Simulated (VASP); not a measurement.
# AlAs (F-43m) in VASP: further runs

Runs on AlAs. Level: PBE. Tasks: single point.

Program: VASP 6.6.1. These are calculated values, not measurements. Logs are shortened: lines on timing, memory, paths and dates and some standing lists are left out, and cuts for length are marked.

**Experimental background.**

A printed reference work, data compilation reports, for a bulk crystal of AlAs at 4 K: band gap 2.229 ± 0.001 eV (an exciton energy, a little under the gap).

How close the calculation comes is told below.

## Step 1: The cell of the first run

Symmetry: F-43m, No. 216, cubic system. The conventional cell has a = 5.611 Å, b = 5.611 Å, c = 5.611 Å, α = 90.00°, β = 90.00°, γ = 90.00°. Within 3.2 Å of Al (site symmetry -43m) lie 4 As at 2.43 Å. Within 3.2 Å of As (site symmetry -43m) lie 4 Al at 2.43 Å.

## Step 2: Single point, PBE (volume scaled by 0.94)

INCAR

```
SYSTEM = AlAs
PREC = Accurate
ENCUT = 500
EDIFF = 1E-6
ISMEAR = 0
SIGMA = 0.02
LREAL = .False.
LASPH = .True.
NELM = 120
ALGO = Normal
ISIF = 2
LWAVE = .False.
LCHARG = .False.
GGA = PE
NBANDS = 11
GGA_COMPAT = .False.
```

KPOINTS

```
regular mesh
0
Gamma
  8 8 8
  0 0 0
```

POSCAR

```
AlAs
1.0
    0.0000000000      2.8053451730      2.8053451730
    2.8053451730      0.0000000000      2.8053451730
    2.8053451730      2.8053451730      0.0000000000
Al As
1 1
Direct
    0.0000000000      0.0000000000      0.0000000000
    0.2500000000      0.2500000000      0.2500000000
```

Potentials or basis: VASP PAW PBE potentials, release 64 (Al, As).

Command:

```
cat potpaw_PBE.64/Al/POTCAR potpaw_PBE.64/As/POTCAR > POTCAR
mpirun -np 1 vasp_std > vasp.out
```

OUTCAR:

```text
SYSTEM = AlAs
   PREC = Accurate
   ENCUT = 500
   EDIFF = 1E-6
   ISMEAR = 0
   LREAL = .False.
   LASPH = .True.
   NELM = 120
   ISIF = 2
   GGA = PE

 ion  position               nearest neighbor table
   1  0.000  0.000  0.000-   2 2.43   2 2.43   2 2.43   2 2.43
   2  0.250  0.250  0.250-   1 2.43   1 2.43   1 2.43   1 2.43

  LATTYP: Found a face centered cubic cell.
 ALAT       =     5.6106903460

  Lattice vectors:

 A1 = (   0.0000000000,   2.8053451730,   2.8053451730)
 A2 = (   2.8053451730,   0.0000000000,   2.8053451730)
 A3 = (   2.8053451730,   2.8053451730,   0.0000000000)

Analysis of symmetry for initial positions (statically):
=====================================================================
 Subroutine PRICEL returns:
 Original cell was already a primitive cell.

 Routine SETGRP: Setting up the symmetry group for a
 face centered cubic supercell.

 Subroutine GETGRP returns: Found 24 space group operations
 (whereof 24 operations were pure point group operations)
 out of a pool of 48 trial point group operations.

The static configuration has the point symmetry T_d .

Analysis of symmetry for dynamics (positions and initial velocities):
=====================================================================
 Subroutine PRICEL returns:
 Original cell was already a primitive cell.

 Routine SETGRP: Setting up the symmetry group for a
 face centered cubic supercell.

 Subroutine GETGRP returns: Found 24 space group operations
 (whereof 24 operations were pure point group operations)
 out of a pool of 48 trial point group operations.

The dynamic configuration has the point symmetry T_d .

 Subroutine INISYM returns: Found 24 space group operations
 (whereof 24 operations are pure point group operations),
 and found     1 'primitive' translations

----------------------------------------------------------------------------------------

                                     Primitive cell

  volume of cell :      44.1559

  direct lattice vectors                    reciprocal lattice vectors
     0.000000000  2.805345173  2.805345173    -0.178231187  0.178231187  0.178231187
     2.805345173  0.000000000  2.805345173     0.178231187 -0.178231187  0.178231187
     2.805345173  2.805345173  0.000000000     0.178231187  0.178231187 -0.178231187

  length of vectors
     3.967357191  3.967357191  3.967357191     0.308705471  0.308705471  0.308705471

  position of ions in fractional coordinates (direct lattice)
     0.000000000  0.000000000  0.000000000
     0.250000000  0.250000000  0.250000000

  ion indices of the primitive-cell ions
   primitive index   ion index
                 1           1
[... 79 lines left out ...]
   ISIF   =      2    stress and relaxation
   ISYM   =      2    0-nonsym 1-usesym 2-fastsym
   POTIM  = 0.5000    time-step for ionic-motion
   TEBEG  =    0.0;   TEEND  =   0.0 temperature during run
   PSTRESS=    0.0 pullay stress
   NELECT =       8.0000    total number of electrons
   NUPDOWN=      -1.0000    fix difference up-down
   EMIN   =  10.00;   EMAX   =-10.00  energy-range for DOS
   EFERMI =   0.00;   METHOD = LEGACY
   ISMEAR =     0;   SIGMA  =   0.02  broadening in eV -4-tet -1-fermi 0-gaus
   EFERMI_NEDOS =   21; number of points for ismear=-14 and -15
   IALGO  =     38    algorithm
   IMIX   =      4    mixing-type and parameters
     AMIX     =   0.40;   BMIX     =  1.00
     AMIX_MAG =   1.60;   BMIX_MAG =  1.00
  volume/ion in A,a.u.               =      22.08       148.99
  Fermi-wavevector in a.u.,A,eV,Ry     =   0.926350  1.750548 11.675495  0.858125
  Thomas-Fermi vector in A             =   2.052303
   LORBIT       =      0    0 simple, 1 ext, 2 COOP (PROOUT), +10 PAW based schemes
   GGA     = PE    functional components
   LHFCALC =     F    Hartree Fock is set to
   AEXX    =    0.0000 exact exchange contribution
   IVDW    =     0    specifies the selected vdW correction
   LEPSILON=     F    determine dielectric tensor
   LRPA    =     F    only Hartree local field effects (RPA)
 non-spin polarized calculation
 Gauss-broadening in eV      SIGMA  =   0.02
  energy-cutoff  :      500.00
  volume of cell :       44.16
 maximum number of plane-waves:      1139
 NGX is ok and might be reduce to    30
   NGX = 15   NGY = 15   NGZ = 15

 number of electron       8.0000001 magnetization

 Free energy of the ion-electron system (eV)
  ---------------------------------------------------
  ext. energy  EPLUGINS =         0.00000000
  ---------------------------------------------------
  free energy    TOTEN  =        -9.34460899 eV

  energy without entropy =       -9.34460899  energy(sigma->0) =       -9.34460899

 E-fermi :   4.2260     XC(G=0):  -9.1459

 val. band max:        4.1193299706   @ k =   0.0000   0.0000   0.0000
 cond. band min:       5.5060036027   @ k =   0.5000   0.5000   0.0000
 fundamental gap:      1.3866736321
 Fermi energy:         4.2259927878

 k-point     1 :       0.0000    0.0000    0.0000
  band No.  band energies     occupation
      1      -7.8976      2.00000
      2       4.1193      2.00000
      3       4.1193      2.00000
      4       4.1193      2.00000
      5       6.3947      0.00000
      6       8.4521      0.00000
      7       8.4521      0.00000
      8       8.4521      0.00000
      9      13.1362      0.00000
     10      13.1828      0.00000
     11      13.1828      0.00000
[... 309 lines left out ...]
 k-point    24 :      -0.3750    0.2500    0.1250
  band No.  band energies     occupation
      1      -6.1389      2.00000
      2      -1.2436      2.00000
      3       1.3610      2.00000
      4       2.5309      2.00000
      5       7.8483      0.00000
      6       8.3958      0.00000
      7      10.9073      0.00000
      8      11.8701      0.00000
      9      12.5913      0.00000
     10      15.2448      0.00000
     11      16.5891      0.00000

 [... further k-points ...]
[... 5 lines left out ...]
  --------------------------------------------------------------------------------------
  -------------------------------------------------------------------------------------
  Total        1.3770825      1.3770825      1.3770825      0.0000000      0.0000000      0.0000000
  in kB       49.9668092     49.9668092     49.9668092      0.0000000      0.0000000      0.0000000
  external PRESSURE =      49.9668092 kB  Pullay stress =       0.0000000 kB

 VOLUME and BASIS-vectors are now :
 -----------------------------------------------------------------------------
  energy-cutoff  :      500.00
  volume of cell :       44.16
      direct lattice vectors                 reciprocal lattice vectors
     0.000000000  2.805345173  2.805345173    -0.178231187  0.178231187  0.178231187
     2.805345173  0.000000000  2.805345173     0.178231187 -0.178231187  0.178231187
     2.805345173  2.805345173  0.000000000     0.178231187  0.178231187 -0.178231187

 POSITION                                       TOTAL-FORCE (eV/Angst)
 -----------------------------------------------------------------------------------
      0.00000      0.00000      0.00000        -0.000000     -0.000000     -0.000000
      1.40267      1.40267      1.40267         0.000000      0.000000      0.000000
 -----------------------------------------------------------------------------------
    total drift:                                0.000000      0.000000      0.000000

  FREE ENERGIE OF THE ION-ELECTRON SYSTEM (eV)
  ---------------------------------------------------
  free  energy   TOTEN  =        -9.3446089895 eV

  energy  without entropy=       -9.3446089895  energy(sigma->0) =       -9.34460899
```

OSZICAR:

```text
N       E                     dE             d eps       ncg     rms          rms(c)
DAV:   1     0.126273879573E+02    0.12627E+02   -0.28478E+03   646   0.522E+02
DAV:   2    -0.860854379523E+01   -0.21236E+02   -0.19778E+02   778   0.880E+01
DAV:   3    -0.956666522308E+01   -0.95812E+00   -0.95609E+00   824   0.177E+01
DAV:   4    -0.957416214342E+01   -0.74969E-02   -0.74962E-02   728   0.178E+00
DAV:   5    -0.957429231840E+01   -0.13017E-03   -0.13017E-03   785   0.235E-01    0.330E+00
DAV:   6    -0.937996772952E+01    0.19432E+00   -0.32638E-01   695   0.209E+00    0.192E+00
DAV:   7    -0.934381313004E+01    0.36155E-01   -0.17404E-01   736   0.165E+00    0.687E-01
DAV:   8    -0.934436957598E+01   -0.55645E-03   -0.11194E-02   709   0.502E-01    0.107E-01
DAV:   9    -0.934448674292E+01   -0.11717E-03   -0.39267E-04   772   0.115E-01    0.583E-02
DAV:  10    -0.934460506631E+01   -0.11832E-03   -0.15305E-04   697   0.668E-02    0.685E-03
DAV:  11    -0.934460919068E+01   -0.41244E-05   -0.17701E-05   771   0.188E-02    0.596E-03
DAV:  12    -0.934460898951E+01    0.20116E-06   -0.22020E-06   718   0.693E-03
   1 F= -.93446090E+01 E0= -.93446090E+01  d E =-.293701E-16
```

Run time: 6.5 s. Hardware: 1 thread of Intel Xeon 6975P-C (Granite Rapids), shared host; peak memory 0.16 GiB.

Results:

| Quantity | Value |
| --- | --- |
| Free energy | -9.3446 eV |
| Pressure | 5.0 GPa |
| Band gap on the k mesh | 1.39 eV, indirect (least direct gap 2.28 eV) |

Caveat: the cell differs from its parent crystal (volume scaled by 0.94). A k mesh can miss the band edges.

## Step 3: Single point, PBE

This run uses another cell than the first one, of 24.19 Å³/atom, 1.096 times its volume.

INCAR

```
ALGO = Normal
EDIFF = 1E-6
ENCUT = 500
GGA = PE
GGA_COMPAT = False
ISIF = 2
ISMEAR = 0
LASPH = True
LCHARG = True
LELF = True
LREAL = False
LVHAR = True
LWAVE = False
NBANDS = 11
NELM = 120
PREC = Accurate
SIGMA = 0.02
```

KPOINTS

```
k-points
0
Gamma
  8 8 8
```

POSCAR

```
AlAs
1.0
    0.0000000000      2.8921629748      2.8921629748
    2.8921629748      0.0000000000      2.8921629748
    2.8921629748      2.8921629748      0.0000000000
Al As
1 1
Direct
    0.0000000000      0.0000000000      0.0000000000
    0.2500000000      0.2500000000      0.2500000000
```

Potentials or basis: VASP PAW PBE potentials, release 64 (Al, As).

Command:

```
cat potpaw_PBE.64/Al/POTCAR potpaw_PBE.64/As/POTCAR > POTCAR
mpirun -np 1 vasp_std > vasp.out
```

OUTCAR:

```text
EDIFF = 1E-6
   ENCUT = 500
   GGA = PE
   ISIF = 2
   ISMEAR = 0
   LASPH = True
   LREAL = False
   NELM = 120
   PREC = Accurate

 ion  position               nearest neighbor table
   1  0.000  0.000  0.000-   2 2.50   2 2.50   2 2.50   2 2.50
   2  0.250  0.250  0.250-   1 2.50   1 2.50   1 2.50   1 2.50

  LATTYP: Found a face centered cubic cell.
 ALAT       =     5.7843259496

  Lattice vectors:

 A1 = (   0.0000000000,   2.8921629748,   2.8921629748)
 A2 = (   2.8921629748,   0.0000000000,   2.8921629748)
[... 513 lines left out ...]
      6       7.5422      0.00000
      7       9.7770      0.00000
      8      10.7393      0.00000
      9      11.4623      0.00000
     10      14.0923      0.00000
     11      15.2658      0.00000

 [... further k-points ...]
[... 5 lines left out ...]
  --------------------------------------------------------------------------------------
  -------------------------------------------------------------------------------------
  Total       -0.5145576     -0.5145576     -0.5145576      0.0000000      0.0000000     -0.0000000
  in kB      -17.0390848    -17.0390848    -17.0390848      0.0000000      0.0000000     -0.0000000
  external PRESSURE =     -17.0390848 kB  Pullay stress =       0.0000000 kB

 VOLUME and BASIS-vectors are now :
 -----------------------------------------------------------------------------
  energy-cutoff  :      500.00
  volume of cell :       48.38
      direct lattice vectors                 reciprocal lattice vectors
     0.000000000  2.892162975  2.892162975    -0.172880991  0.172880991  0.172880991
     2.892162975  0.000000000  2.892162975     0.172880991 -0.172880991  0.172880991
     2.892162975  2.892162975  0.000000000     0.172880991  0.172880991 -0.172880991

 POSITION                                       TOTAL-FORCE (eV/Angst)
 -----------------------------------------------------------------------------------
      0.00000      0.00000      0.00000         0.000000     -0.000000      0.000000
      1.44608      1.44608      1.44608        -0.000000      0.000000     -0.000000
 -----------------------------------------------------------------------------------
    total drift:                                0.000000      0.000000      0.000000

  FREE ENERGIE OF THE ION-ELECTRON SYSTEM (eV)
  ---------------------------------------------------
  free  energy   TOTEN  =        -9.3810884197 eV

  energy  without entropy=       -9.3810884197  energy(sigma->0) =       -9.38108842
```

stdout:

```text
POSCAR found type information on POSCAR AlAs
 POSCAR found :  2 types and       2 ions
 scaLAPACK will be used
 LDA part: xc-table for (Slater+PW92), standard interpolation
 POSCAR, INCAR and KPOINTS ok, starting setup
 FFT: planning ... GRIDC
 FFT: planning ... GRID_SOFT
 FFT: planning ... GRID
 WAVECAR not read
 entering main loop
```

Run time: 6.7 s. Hardware: 1 thread of Intel Xeon 6975P-C (Granite Rapids), shared host; peak memory 0.17 GiB.

What came out:

```
Free energy            : -9.3811 eV
Pressure               : -1.7 GPa
Band gap on the k mesh : 1.54 eV, indirect (least direct gap 1.56 eV)
```

## Step 4: Comparison with measurements

Step 3. Against the measured gap of AlAs, 2.229 eV (an exciton energy, a little under the gap; 4 K; a printed reference work, data compilation), the calculated 1.54 eV is off by -0.69 eV. Spin-orbit coupling on As is left out. The value is that of PBE on a finite k mesh, which can miss the band edges, without temperature or zero-point motion. Semilocal functionals fall short of measured gaps as a rule.
